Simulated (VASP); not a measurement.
# PtS2 (P-3m1) in VASP: further runs

The runs below take PtS2 through single point, relaxation of cell and atoms, with PBE, LDA, PBEsol.

All numbers are computed with VASP 6.6.1; they aren't measurements. Logs are shortened: lines on timing, memory, paths and dates and some standing lists are left out, and cuts for length are marked.

**1. Starting point**

Symmetry: P-3m1, No. 164, trigonal system. Conventional cell: a = 3.543 Å, b = 3.543 Å, c = 5.039 Å, α = 90.00°, β = 90.00°, γ = 120.00°. Around Pt (site symmetry -3m) lie 6 S at 2.34 Å. Around S (site symmetry 3m) lie 3 Pt at 2.34 Å.

**2. Single point, PBE**

INCAR

```
PREC = Accurate
ENCUT = 520
EDIFF = 1E-6
ISMEAR = 0
SIGMA = 0.03
LREAL = F
LASPH = T
NELM = 100
ALGO = Normal
ISIF = 2
LWAVE = F
LCHARG = F
GGA = PE
```

KPOINTS

```
regular mesh
0
Gamma
  9 9 5
```

POSCAR

```
PtS2
1.0
    3.5432000000      0.0000000000      0.0000000000
   -1.7716000000      3.0685012107      0.0000000000
    0.0000000000      0.0000000000      5.0388000000
Pt S
1 2
Direct
    0.0000000000      0.0000000000      0.0000000000
    0.6666666667      0.3333333333      0.7730000000
    0.3333333333      0.6666666667      0.2270000000
```

Potentials or basis: VASP PAW PBE potentials, release 64 (Pt, S).

Run with:

```sh
> cat potpaw_PBE.64/Pt/POTCAR potpaw_PBE.64/S/POTCAR > POTCAR
> mpirun -np 1 vasp_std > vasp.out
```

OUTCAR:

```text
PREC = Accurate
   ENCUT = 520
   EDIFF = 1E-6
   ISMEAR = 0
   LREAL = F
   LASPH = T
   NELM = 100
   ISIF = 2
   GGA = PE

 ion  position               nearest neighbor table
   1  0.000  0.000  0.000-   2 2.34   3 2.34   2 2.34   3 2.34   2 2.34   3 2.34
   2  0.667  0.333  0.773-   1 2.34   1 2.34   1 2.34
   3  0.333  0.667  0.227-   1 2.34   1 2.34   1 2.34

  LATTYP: Found a hexagonal cell.
 ALAT       =     3.5432000000
 C/A-ratio  =     1.4221043125

  Lattice vectors:

 A1 = (   3.5432000000,   0.0000000000,   0.0000000000)
 A2 = (  -1.7716000000,   3.0685012107,   0.0000000000)
 A3 = (   0.0000000000,   0.0000000000,   5.0388000000)

Analysis of symmetry for initial positions (statically):
=====================================================================
 Subroutine PRICEL returns:
 Original cell was already a primitive cell.

 Routine SETGRP: Setting up the symmetry group for a
 hexagonal supercell.

 Subroutine GETGRP returns: Found 12 space group operations
 (whereof 12 operations were pure point group operations)
 out of a pool of 24 trial point group operations.

The static configuration has the point symmetry D_3d.

Analysis of symmetry for dynamics (positions and initial velocities):
=====================================================================
 Subroutine PRICEL returns:
 Original cell was already a primitive cell.

 Routine SETGRP: Setting up the symmetry group for a
 hexagonal supercell.

 Subroutine GETGRP returns: Found 12 space group operations
 (whereof 12 operations were pure point group operations)
 out of a pool of 24 trial point group operations.

The dynamic configuration has the point symmetry D_3d.

 Subroutine INISYM returns: Found 12 space group operations
 (whereof 12 operations are pure point group operations),
 and found     1 'primitive' translations

----------------------------------------------------------------------------------------

                                     Primitive cell

  volume of cell :      54.7834

  direct lattice vectors                    reciprocal lattice vectors
     3.543200000  0.000000000  0.000000000     0.282230752  0.162946001  0.000000000
    -1.771600000  3.068501211  0.000000000     0.000000000  0.325892001  0.000000000
     0.000000000  0.000000000  5.038800000     0.000000000  0.000000000  0.198459951

  length of vectors
     3.543200000  3.543200000  5.038800000     0.325892001  0.325892001  0.198459951

  position of ions in fractional coordinates (direct lattice)
     0.000000000  0.000000000  0.000000000
     0.666666667  0.333333333  0.773000000
     0.333333333  0.666666667  0.227000000

  ion indices of the primitive-cell ions
   primitive index   ion index
                 1           1
                 2           2
                 3           3

----------------------------------------------------------------------------------------

 KPOINTS: regular mesh

Automatic generation of k-mesh.
 Grid dimensions read from file:
 generate k-points for:    9    9    5

 Generating k-lattice:

  Cartesian coordinates                     Fractional coordinates (reciprocal lattice)
     0.031358972  0.018105111  0.000000000     0.111111111  0.000000000  0.000000000
     0.000000000  0.036210222  0.000000000     0.000000000  0.111111111  0.000000000
     0.000000000  0.000000000  0.039691990     0.000000000  0.000000000  0.200000000

  Length of vectors
     0.036210222  0.036210222  0.039691990

  Shift w.r.t. Gamma in fractional coordinates (k-lattice)
     0.000000000  0.000000000  0.000000000

 Subroutine IBZKPT returns following result:
 ===========================================

 Found     50 irreducible k-points:

 Following reciprocal coordinates:
            Coordinates               Weight
  0.000000  0.000000  0.000000      1.000000
  0.111111 -0.000000  0.000000      6.000000
  0.222222  0.000000  0.000000      6.000000
  0.333333  0.000000  0.000000      6.000000
  0.444444  0.000000  0.000000      6.000000
  0.111111  0.111111  0.000000      6.000000
[... 16 lines left out ...]
  0.222222  0.111111  0.200000     12.000000
 -0.111111  0.333333  0.200000     12.000000
 [... further k-points ...]
   k-points           NKPTS =     50   k-points in BZ     NKDIM =     50   number of bands    NBANDS=     15
   number of dos      NEDOS =    301   number of ions     NIONS =      3
   total plane-waves  NPLWV =  31360
   dimension x,y,z NGX =    28 NGY =   28 NGZ =   40
   dimension x,y,z NGXF=    56 NGYF=   56 NGZF=   80
   ions per type =               1   2
   NGX,Y,Z   is equivalent  to a cutoff of  13.14, 13.14, 13.20 a.u.
   NGXF,Y,Z  is equivalent  to a cutoff of  26.28, 26.28, 26.39 a.u.
 SYSTEM =  unknown system
   PREC   = accura    normal or accurate (medium, high low for compatibility)
   ISTART =      0    job   : 0-new  1-cont  2-samecut
   ICHARG =      2    charge: 1-file 2-atom 10-const
   ISPIN  =      1    spin polarized calculation?
   LNONCOLLINEAR =      F non collinear calculations
   LSORBIT =      F    spin-orbit coupling
   LASPH  =      T    aspherical Exc in radial PAW
   ENCUT  =  520.0 eV  38.22 Ry    6.18 a.u.   6.59  6.59  9.37*2*pi/ulx,y,z
   NELM   =    100;   NELMIN=  2; NELMDL= -5     # of ELM steps
   EDIFF  = 0.1E-05   stopping-criterion for ELM
   LREAL  =      F    real-space projection
   EDIFFG = 0.1E-04   stopping-criterion for IOM
   NSW    =      0    number of steps for IOM
   IBRION =     -1    ionic relax: 0-MD 1-quasi-New 2-CG
   NFREE  =      0    steps in history (QN), initial steepest desc. (CG)
   ISIF   =      2    stress and relaxation
   ISYM   =      2    0-nonsym 1-usesym 2-fastsym
   POTIM  = 0.5000    time-step for ionic-motion
   TEBEG  =    0.0;   TEEND  =   0.0 temperature during run
   PSTRESS=    0.0 pullay stress
   NELECT =      22.0000    total number of electrons
   NUPDOWN=      -1.0000    fix difference up-down
   EMIN   =  10.00;   EMAX   =-10.00  energy-range for DOS
   EFERMI =   0.00;   METHOD = LEGACY
   ISMEAR =     0;   SIGMA  =   0.03  broadening in eV -4-tet -1-fermi 0-gaus
   EFERMI_NEDOS =   21; number of points for ismear=-14 and -15
   IALGO  =     38    algorithm
   IMIX   =      4    mixing-type and parameters
     AMIX     =   0.40;   BMIX     =  1.00
     AMIX_MAG =   1.60;   BMIX_MAG =  1.00
  volume/ion in A,a.u.               =      18.26       123.23
  Fermi-wavevector in a.u.,A,eV,Ry     =   1.207812  2.282434 19.848315  1.458810
  Thomas-Fermi vector in A             =   2.343439
   LORBIT       =      0    0 simple, 1 ext, 2 COOP (PROOUT), +10 PAW based schemes
   GGA     = PE    functional components
   LHFCALC =     F    Hartree Fock is set to
   AEXX    =    0.0000 exact exchange contribution
   IVDW    =     0    specifies the selected vdW correction
   LEPSILON=     F    determine dielectric tensor
   LRPA    =     F    only Hartree local field effects (RPA)
 non-spin polarized calculation
 Gauss-broadening in eV      SIGMA  =   0.03
  energy-cutoff  :      520.00
  volume of cell :       54.78
 maximum number of plane-waves:      1507
 NGX is ok and might be reduce to    28
   NGX = 13   NGY = 13   NGZ = 19

 number of electron      22.0000001 magnetization

 Free energy of the ion-electron system (eV)
  ---------------------------------------------------
  ext. energy  EPLUGINS =         0.00000000
  ---------------------------------------------------
  free energy    TOTEN  =       -15.27141373 eV

  energy without entropy =      -15.27141373  energy(sigma->0) =      -15.27141373

 E-fermi :   6.9027     XC(G=0): -10.5745

 val. band max:        6.7357968312   @ k =   0.0000   0.2222   0.2000
 cond. band min:       7.7669867478   @ k =   0.0000   0.3333   0.2000
 fundamental gap:      1.0311899166
 Fermi energy:         6.9027313671

 k-point     1 :       0.0000    0.0000    0.0000
  band No.  band energies     occupation
      1      -8.8194      2.00000
      2      -5.5785      2.00000
      3      -0.2976      2.00000
      4      -0.2976      2.00000
      5      -0.1782      2.00000
      6       2.7626      2.00000
      7       2.7626      2.00000
      8       4.9460      2.00000
      9       5.5963      2.00000
     10       5.5963      2.00000
     11       6.6166      2.00000
     12       9.1958      0.00000
     13       9.1958      0.00000
     14      11.5320      0.00000
     15      12.5125      0.00000

 k-point     2 :       0.1111   -0.0000    0.0000
  band No.  band energies     occupation
      1      -8.6538      2.00000
      2      -5.6845      2.00000
      3      -0.1850      2.00000
      4      -0.1637      2.00000
      5      -0.0104      2.00000
      6       2.5209      2.00000
      7       2.6376      2.00000
      8       4.4627      2.00000
      9       5.5865      2.00000
     10       5.6044      2.00000
     11       6.6936      2.00000
     12       8.5745      0.00000
     13       9.0725      0.00000
     14      12.2979      0.00000
     15      13.1021      0.00000

 k-point     3 :       0.2222    0.0000    0.0000
  band No.  band energies     occupation
      1      -8.1894      2.00000
      2      -5.9387      2.00000
      3       0.1041      2.00000
      4       0.1114      2.00000
      5       0.5041      2.00000
      6       1.7653      2.00000
      7       2.4377      2.00000
      8       3.8053      2.00000
      9       5.3569      2.00000
     10       5.3671      2.00000
     11       6.2804      2.00000
     12       8.2443      0.00000
     13       9.0348      0.00000
     14      12.4223      0.00000
     15      14.1737      0.00000
[... 343 lines left out ...]
 k-point    23 :       0.2222    0.1111    0.2000
  band No.  band energies     occupation
      1      -7.6879      2.00000
      2      -6.2515      2.00000
      3       0.1348      2.00000
      4       0.2833      2.00000
      5       0.9028      2.00000
      6       1.7556      2.00000
      7       2.0670      2.00000
      8       3.6473      2.00000
      9       4.8026      2.00000
     10       5.1042      2.00000
     11       5.7500      2.00000
     12       8.6080      0.00000
     13       8.7389      0.00000
     14      12.9144      0.00000
     15      14.1887      0.00000

 k-point    24 :      -0.1111    0.3333    0.2000
  band No.  band energies     occupation
      1      -7.7132      2.00000
      2      -6.1973      2.00000
      3      -0.0473      2.00000
      4       0.2342      2.00000
      5       1.0575      2.00000
      6       1.5155      2.00000
      7       2.2416      2.00000
      8       3.6070      2.00000
      9       4.9642      2.00000
     10       5.1697      2.00000
     11       6.4180      2.00000
     12       7.7987      0.00000
     13       8.6605      0.00000
     14      12.4608      0.00000
     15      14.3214      0.00000

 [... further k-points ...]

------------------------ aborting loop because EDIFF is reached ----------------------------------------

  FORCE on cell =-STRESS in cart. coord.  units (eV):
  Direction    XX          YY          ZZ          XY          YZ          ZX
  --------------------------------------------------------------------------------------
  -------------------------------------------------------------------------------------
  Total        3.9550815      3.9550815      3.4478263      0.0000000      0.0000000      0.0000000
  in kB      115.6689867    115.6689867    100.8339720      0.0000000      0.0000000      0.0000000
  external PRESSURE =     110.7239818 kB  Pullay stress =       0.0000000 kB

 VOLUME and BASIS-vectors are now :
 -----------------------------------------------------------------------------
  energy-cutoff  :      520.00
  volume of cell :       54.78
      direct lattice vectors                 reciprocal lattice vectors
     3.543200000  0.000000000  0.000000000     0.282230752  0.162946001  0.000000000
    -1.771600000  3.068501211  0.000000000     0.000000000  0.325892001  0.000000000
     0.000000000  0.000000000  5.038800000     0.000000000  0.000000000  0.198459951

 POSITION                                       TOTAL-FORCE (eV/Angst)
 -----------------------------------------------------------------------------------
      0.00000      0.00000      0.00000        -0.000000      0.000000      0.000000
      1.77160      1.02283      3.89499        -0.000000     -0.000000     -1.212720
     -0.00000      2.04567      1.14381         0.000000      0.000000      1.212720
 -----------------------------------------------------------------------------------
    total drift:                                0.000000     -0.000000      0.000000

  FREE ENERGIE OF THE ION-ELECTRON SYSTEM (eV)
  ---------------------------------------------------
  free  energy   TOTEN  =       -15.2714137267 eV

  energy  without entropy=      -15.2714137267  energy(sigma->0) =      -15.27141373
```

Wall time 24 s (1 thread of Intel Xeon 6975P-C (Granite Rapids), shared host); peak memory 0.2 GiB.

What came out:

```
Free energy            : -15.2714 eV
Pressure               : 11.1 GPa
Largest force          : 1.213 eV/Å
Band gap on the k mesh : 1.03 eV, indirect (least direct gap 1.08 eV)
```

Forces on the atoms (eV/Å):
```
Pt   0.000  0.000  0.000
S    0.000  0.000 -1.213
S    0.000  0.000  1.213
```

Caveat: spin-orbit coupling is left out, which moves the levels of the heavy elements; an odd mesh through Γ misses points on the zone boundary, where band edges often lie; forces of over 1 eV/Å show positions far from the minimum, so gaps and moduli don't describe the material at rest.

**3. Single point, PBE**

INCAR

```
PREC = Accurate ; ENCUT = 520
EDIFF = 1E-6 ; ISMEAR = 0
SIGMA = 0.011 ; LREAL = F
LASPH = T ; NELM = 80
ALGO = Normal ; ISIF = 2
LWAVE = F ; LCHARG = T
GGA = PE ; LELF = T
LVHAR = T
```

KPOINTS

```
Automatic mesh
0
Gamma
  9 9 5
```

POSCAR is that of step 2.

Potentials or basis: VASP PAW PBE potentials, release 64 (Pt, S).

Run with:

```sh
> cat potpaw_PBE.64/Pt/POTCAR potpaw_PBE.64/S/POTCAR > POTCAR
> mpirun -np 1 vasp_std > vasp.out
```

OUTCAR:

```text
PREC = Accurate
   ENCUT = 520
   EDIFF = 1E-6
   ISMEAR = 0
   LREAL = F
   LASPH = T
   NELM = 80
   ISIF = 2
   GGA = PE

 ion  position               nearest neighbor table
   1  0.000  0.000  0.000-   2 2.34   3 2.34   2 2.34   3 2.34   2 2.34   3 2.34
   2  0.667  0.333  0.773-   1 2.34   1 2.34   1 2.34
   3  0.333  0.667  0.227-   1 2.34   1 2.34   1 2.34

  LATTYP: Found a hexagonal cell.
 ALAT       =     3.5432000000
 C/A-ratio  =     1.4221043125

  Lattice vectors:

 A1 = (   3.5432000000,   0.0000000000,   0.0000000000)
 A2 = (  -1.7716000000,   3.0685012107,   0.0000000000)
 A3 = (   0.0000000000,   0.0000000000,   5.0388000000)

Analysis of symmetry for initial positions (statically):
=====================================================================
 Subroutine PRICEL returns:
 Original cell was already a primitive cell.

 Routine SETGRP: Setting up the symmetry group for a
 hexagonal supercell.

 Subroutine GETGRP returns: Found 12 space group operations
 (whereof 12 operations were pure point group operations)
[... 182 lines left out ...]
      6       2.7626      2.00000
      7       2.7626      2.00000
      8       4.9460      2.00000
      9       5.5963      2.00000
     10       5.5963      2.00000
     11       6.6166      2.00000
     12       9.1958      0.00000
     13       9.1958      0.00000
     14      11.5320      0.00000
[... 401 lines left out ...]
      2      -6.1973      2.00000
      3      -0.0473      2.00000
      4       0.2342      2.00000
      5       1.0575      2.00000
      6       1.5155      2.00000
      7       2.2416      2.00000
      8       3.6070      2.00000
      9       4.9642      2.00000
     10       5.1697      2.00000
     11       6.4180      2.00000
     12       7.7987      0.00000
     13       8.6605      0.00000
     14      12.4608      0.00000
     15      14.3214      0.00000

 [... further k-points ...]

------------------------ aborting loop because EDIFF is reached ----------------------------------------

  FORCE on cell =-STRESS in cart. coord.  units (eV):
  Direction    XX          YY          ZZ          XY          YZ          ZX
  --------------------------------------------------------------------------------------
  -------------------------------------------------------------------------------------
  Total        3.9550815      3.9550815      3.4478263      0.0000000      0.0000000      0.0000000
  in kB      115.6689871    115.6689871    100.8339721      0.0000000      0.0000000      0.0000000
  external PRESSURE =     110.7239821 kB  Pullay stress =       0.0000000 kB

 VOLUME and BASIS-vectors are now :
 -----------------------------------------------------------------------------
  energy-cutoff  :      520.00
  volume of cell :       54.78
      direct lattice vectors                 reciprocal lattice vectors
     3.543200000  0.000000000  0.000000000     0.282230752  0.162946001  0.000000000
    -1.771600000  3.068501211  0.000000000     0.000000000  0.325892001  0.000000000
     0.000000000  0.000000000  5.038800000     0.000000000  0.000000000  0.198459951

 POSITION                                       TOTAL-FORCE (eV/Angst)
 -----------------------------------------------------------------------------------
      0.00000      0.00000      0.00000        -0.000000      0.000000      0.000000
      1.77160      1.02283      3.89499        -0.000000     -0.000000     -1.212720
     -0.00000      2.04567      1.14381         0.000000      0.000000      1.212720
 -----------------------------------------------------------------------------------
    total drift:                                0.000000     -0.000000      0.000000

  FREE ENERGIE OF THE ION-ELECTRON SYSTEM (eV)
  ---------------------------------------------------
  free  energy   TOTEN  =       -15.2714137267 eV

  energy  without entropy=      -15.2714137267  energy(sigma->0) =      -15.27141373
```

OSZICAR:

```text
N       E                     dE             d eps       ncg     rms          rms(c)
DAV:   1     0.115673475595E+03    0.11567E+03   -0.10603E+04  1532   0.131E+03
DAV:   2    -0.114190983942E+02   -0.12709E+03   -0.12409E+03  1885   0.248E+02
DAV:   3    -0.166111031410E+02   -0.51920E+01   -0.51666E+01  1920   0.539E+01
DAV:   4    -0.166685435422E+02   -0.57440E-01   -0.57429E-01  1955   0.625E+00
DAV:   5    -0.166696334645E+02   -0.10899E-02   -0.10899E-02  1983   0.823E-01    0.201E+01
DAV:   6    -0.154889240369E+02    0.11807E+01   -0.78668E+00  1528   0.292E+01    0.129E+01
DAV:   7    -0.152940229497E+02    0.19490E+00   -0.13541E+00  1556   0.129E+01    0.629E+00
DAV:   8    -0.152755641939E+02    0.18459E-01   -0.71718E-02  1815   0.222E+00    0.125E+00
DAV:   9    -0.152710873481E+02    0.44768E-02   -0.14909E-02  1850   0.137E+00    0.222E-01
DAV:  10    -0.152713517320E+02   -0.26438E-03   -0.16706E-03  1913   0.310E-01    0.121E-01
DAV:  11    -0.152714118164E+02   -0.60084E-04   -0.89113E-05  1866   0.796E-02    0.291E-02
DAV:  12    -0.152714121531E+02   -0.33664E-06   -0.20840E-05  1906   0.497E-02    0.107E-02
DAV:  13    -0.152714135017E+02   -0.13486E-05   -0.17033E-06  1457   0.123E-02    0.400E-03
DAV:  14    -0.152714137267E+02   -0.22502E-06   -0.42380E-07   995   0.469E-03
   1 F= -.15271414E+02 E0= -.15271414E+02  d E =-.142372E-33
```

It took 72 s on 1 thread of Intel Xeon Platinum 8375C at 2.90GHz (Ice Lake), shared host; peak memory 0.2 GiB.

Results:

| Item | Value |
| --- | --- |
| Free energy | -15.2714 eV |
| Pressure | 11.1 GPa |
| Largest force | 1.213 eV/Å |
| Band gap on the k mesh | 1.03 eV, indirect (least direct gap 1.08 eV) |

Forces in eV/Å, atoms in the order of the input:
```
Pt   0.000  0.000  0.000
S    0.000  0.000 -1.213
S    0.000  0.000  1.213
```

Stress tensor (GPa, compression positive):
```
11.57  0.00  0.00
 0.00 11.57  0.00
 0.00  0.00 10.08
```

Levels at points of the mesh, in eV from the valence-band top:
| k point | band 8 | band 9 | band 10 | band 11 | band 12 | band 13 | band 14 | band 15 |
| --- | --- | --- | --- | --- | --- | --- | --- | --- |
| (0.00, 0.00, 0.00) | -1.79 | -1.14 | -1.14 | -0.12 | 2.46 | 2.46 | 4.80 | 5.78 |

Caveat: spin-orbit coupling is left out, which moves the levels of the heavy elements; an odd mesh through Γ misses points on the zone boundary, where band edges often lie; forces of over 1 eV/Å show positions far from the minimum, so gaps and moduli don't describe the material at rest.

(Continued in part 2 of 2.)
